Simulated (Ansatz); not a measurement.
Relaxed bulk TaN:

```cif
data_structure
_symmetry_space_group_name_H-M 'P 1'
_symmetry_Int_Tables_number 1
_cell_length_a 2.9240
_cell_length_b 2.9240
_cell_length_c 2.8707
_cell_angle_alpha 90.000
_cell_angle_beta 90.000
_cell_angle_gamma 120.000
_cell_volume 21.26
loop_
_atom_site_label
_atom_site_type_symbol
_atom_site_fract_x
_atom_site_fract_y
_atom_site_fract_z
_atom_site_occupancy
Ta1 Ta 0.33333 0.66667 0.50000 1
N1 N 0.00000 0.00000 0.00000 1
```

Miller indices refer to the conventional cell of P-6m2 (No. 187), a = 2.924 Å, b = 2.924 Å, c = 2.871 Å, α = 90.00°, β = 90.00°, γ = 120.00°.

The (101) slab of 12 planes, 9.8 Å thick with 15 Å of vacuum as cut; outer planes N (top) and Ta (bottom).

Computed with DFT PBEsol, scalar-relativistic, plane waves, PAW (Ansatz 0.2.0). Settings: cutoff 420 eV, Γ-centred mesh 13×9×1 on the computed 12-atom cell, Gaussian smearing of 0.10 eV; no spin polarisation. A dipole correction removes the field between periodic images along c.

Results for the relaxed slab:

```json
{"Surface energy (mean of both faces)": "3.41 J/m²", "Work function": "3.67 eV (top), 4.21 eV (bottom)", "Dipole of the slab along +c, per cell": "0.03 e·Å"}
```

Relaxation lowers the energy by 0.168 J/m² a face; the largest move is 0.145 Å.

| plane (bottom to top) | atoms | spacing to next, bulk (Å) | relaxed (Å) | change (%) |
| --- | --- | --- | --- | --- |
| 1 | Ta | 0.317 | 0.335 | +5.8 |
| 2 | N | 1.583 | 1.526 | -3.6 |
| 3 | Ta | 0.317 | 0.300 | -5.4 |
| 4 | N | 1.583 | 1.608 | +1.6 |
| 5 | Ta | 0.317 | 0.312 | -1.4 |
| 6 | N | 1.583 | 1.585 | +0.1 |
| 7 | Ta | 0.317 | 0.313 | -1.1 |
| 8 | N | 1.583 | 1.598 | +1.0 |
| 9 | Ta | 0.317 | 0.308 | -2.8 |
| 10 | N | 1.583 | 1.561 | -1.4 |
| 11 | Ta | 0.317 | 0.256 | -19.0 |
| 12 | N |  |  |  |

Spin-orbit coupling is left out, which matters for the bands of heavy elements.

The reference crystal is a form of TaN, which isn't its usual structure.